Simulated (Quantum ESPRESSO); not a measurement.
**AlO: zone-centre phonons under several settings**

```xyz
2
Lattice="2.7692 0.0000 0.0000 0.0000 2.7692 0.0000 0.0000 0.0000 2.7692" Properties=species:S:1:pos:R:3 pbc="T T T"
Al    1.3846    1.3846    1.3846
O     0.0000    0.0000    0.0000
```

The cell was built by a generator and needn't be a form met in nature.

All runs used Quantum ESPRESSO 7.5; potentials GBRV 1.5 PBEsol; k mesh 10 × 10 × 10; no spin polarisation; cutoff 612 eV; occupations cold, width 0.2 eV.

```csv
level,geometry,volume (Å³/atom),pressure (GPa),lowest optical mode without the field (cm⁻¹)
PBEsol,relaxed at 0 GPa,10.29,0.0,401i
PBEsol,relaxed at 10 GPa,9.65,10.1,409i
PBEsol,relaxed at 25 GPa,?,25.1,?
PBEsol,relaxed at 50 GPa,8.17,50.1,437i
PBEsol,relaxed at 80 GPa,7.49,80.1,442i
```

**Question.** What stands in the row left open?

**Answer.** Volume 8.97 Å³/atom; lowest optical mode without the field 419i cm⁻¹.

Values marked i are imaginary: the cell is unstable against those modes at that level, or the meshes are too thin.

Caveats: the mesh is thin for the phonons of a metal; some modes are imaginary; an odd number of electrons without spin polarisation forces a metal; a magnetic or distorted state may lie lower; the cell is more than 3 GPa from zero pressure, which shifts response properties (some runs); the volume moved by over 15 % at a fixed basis, so the end points are rough (some runs).

For the row left open. Caveat: the mesh is thin for the phonons of a metal; some modes are imaginary; the volume moved by over 15 % at a fixed basis, so the end points are rough; the cell is more than 3 GPa from zero pressure, which shifts response properties; an odd number of electrons without spin polarisation forces a metal; a magnetic or distorted state may lie lower.
